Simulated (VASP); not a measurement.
GaAs:

```
Ga As
1.0
     0.00000    5.65370    5.65370
     5.65370    0.00000    5.65370
     5.65370    5.65370    0.00000
Ga As
8 8
Direct
  0.00000 0.00000 0.00000
  0.00000 0.00000 0.50000
  0.00000 0.50000 0.00000
  0.00000 0.50000 0.50000
  0.50000 0.00000 0.00000
  0.50000 0.00000 0.50000
  0.50000 0.50000 0.00000
  0.50000 0.50000 0.50000
  0.12500 0.12500 0.12500
  0.12500 0.12500 0.62500
  0.12500 0.62500 0.12500
  0.12500 0.62500 0.62500
  0.62500 0.12500 0.12500
  0.62500 0.12500 0.62500
  0.62500 0.62500 0.12500
  0.62500 0.62500 0.62500
```

- Program: VASP 6.6.1
- Task: phonon dispersion
- Functional: PBEsol
- Potentials or basis: VASP PAW PBE potentials, release 64 (Ga_d, As)
- Cutoff: 520 eV
- k mesh: 3 × 3 × 3
- Occupations: gaussian, width 0.03 eV
- Spin: no spin polarisation
- Long-range dipole term: yes
- Supercell matrix: [2, 0, 0, 0, 2, 0, 0, 0, 2]
- Further INCAR settings: LREAL = Auto; ALGO = Normal; EDIFF = 1e-07; IBRION = 6; POTIM = 0.015; NSW = 1

Question: Is this structure dynamically stable at this level, and how far does the spectrum reach?

Answer: Yes, as far as this q mesh shows: no mode on the path is imaginary. The highest frequency is 273 cm⁻¹.

Phonon frequencies at the corners of the path (cm⁻¹, interpolated; i marks imaginary ones):
| point | frequencies |
| --- | --- |
| Γ | 0 0 0 262 262 273 |
| X | 63 63 212 231 246 246 |
| W | 85 106 200 204 249 256 |
| K | 58 111 197 214 248 256 |
| L | 43 43 199 230 254 254 |
| U | 58 111 197 214 248 256 |

A q mesh this small can miss soft modes between its points.
